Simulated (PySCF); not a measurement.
Structure problem from calculated spectra and properties.

Formula: C4H6.

* 1H NMR: chemical shifts (computed TMS as zero) by class: 6.29 (2 H), 2.65 (4 H) ppm [GIAO PBE0/pcSseg-1]
* 13C NMR: chemical shifts (computed TMS as zero) by class: 145.8 (2 C), 32.8 (2 C) ppm [GIAO PBE0/pcSseg-1]
* UV, first state: lowest singlet excitation: 7.31 eV (170 nm, f = 0.225) [TDDFT wB97X-D/def2-SVPD]
* Couplings: largest of the computed one-bond spin–spin couplings (means over like bonds): 13C–1H +174.9 (×2), 13C–1H +142.2 (×4), 13C–13C +62.5, 13C–13C +33.3 (×2), 13C–13C +27.3 Hz [B3LYP/pcJ-1, spin–dipole term left out]
* Triplet: lowest triplet excitation (Tamm–Dancoff): 4.50 eV [TDA wB97X-D/def2-SVPD]
* Rotational structure: rotational constants A, B, C: 13.164, 12.518, 6.979 GHz [GFN2-xTB]
* Dipole: 0.15 D [wB97X-D/def2-SVPD]
* XPS: C1s 290.2 (×2), C1s 290.6 (×2) eV [ΔSCF SCAN, pcX-2 on the ionised atom, pcseg-1 elsewhere, spin-free X2C]
* Polarisability: 44.8 au [wB97X-D/def2-SVPD]

The electronic properties come from PySCF, for the isolated species, density fitting. Levels stand in brackets. Geometry: GFN2-xTB; no solvent, vibrations or thermal averaging. NMR values are class means; diastereotopic atoms form classes of their own.

Q: Propose a structure and show how it fits.

A: Numbering: `[CH:1]1=[CH:2][CH2:3][CH2:4]1`. Its formula, C4H6, gives 2 degrees of unsaturation: 1 ring and 1 π bond in the structure found. 4 carbons fall into 2 classes; from least to most shielded: alkene CH carbon [C1/C2] (145.8 ppm, 2 C), allylic carbon [C3/C4] (32.8 ppm, 2 C). Hydrogen classes from least to most shielded: 2 H on 2 alkene CH carbons, C1/C2 (6.29 ppm), 4 H on 2 allylic carbons, C3/C4 (2.65 ppm). The couplings run between: +174.9 Hz, alkene CH carbon [C1] and its hydrogen (with 1 like pair); +142.2 Hz, allylic carbon [C3] and its hydrogen (with 3 like pairs); +62.5 Hz, alkene CH carbon [C1] and alkene CH carbon [C2]; +33.3 Hz, alkene CH carbon [C1] and allylic carbon [C4] (with 1 like pair); +27.3 Hz, allylic carbon [C3] and allylic carbon [C4]. The core levels belong to: C1s 290.2 eV, alkene CH carbon [C1/C2]; C1s 290.6 eV, allylic carbon [C3/C4]. The optimised geometry has point group C2v and is an asymmetric top. Structure: cyclobutene, `C1CC=C1`. Computed isomers that give other values at the same levels: `C=CC=C` (13C chemical shifts (computed TMS as zero) by class: 146.7 (2 C), 125.3 (2 C) ppm); `C#CCC` (13C chemical shifts (computed TMS as zero) by class: 90.4 (1 C), 74.3 (1 C), 16.8 (1 C), 15.2 (1 C) ppm); `C=C=CC` (13C chemical shifts (computed TMS as zero) by class: 221.3 (1 C), 91.0 (1 C), 77.8 (1 C), 18.0 (1 C) ppm). The assignments are read from this structure; whether some other isomer fits the data as well wasn't checked.
